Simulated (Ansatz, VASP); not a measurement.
**Na: VASP beside Ansatz**

```
Na
1.0
     2.96065    0.00000    0.00000
     0.00000    2.96065    0.00000
     0.00000    0.00000    2.96065
Na
1
Direct
  0.00000 0.00000 0.00000
```

Change from the starting cell: volume scaled by 0.65, LAPW.

Alike in both runs: task single point; functional PBE; k mesh 12 × 12 × 12; occupations fermi-dirac, width 0.05 eV; no spin polarisation.

|  | VASP | Ansatz |
| --- | --- | --- |
| version | VASP 6.6.1 | Ansatz 0.2.0 |
| potentials or method | VASP PAW PBE potentials, release 64 (Na_pv), cutoff 520 eV | all-electron LAPW, scalar-relativistic |

```csv
,VASP,Ansatz,Ansatz less VASP
pressure (GPa),5.7,5.8,+0.11
```

Ansatz ran all-electron here, so the differences hold the error of VASP's frozen core and of both bases.
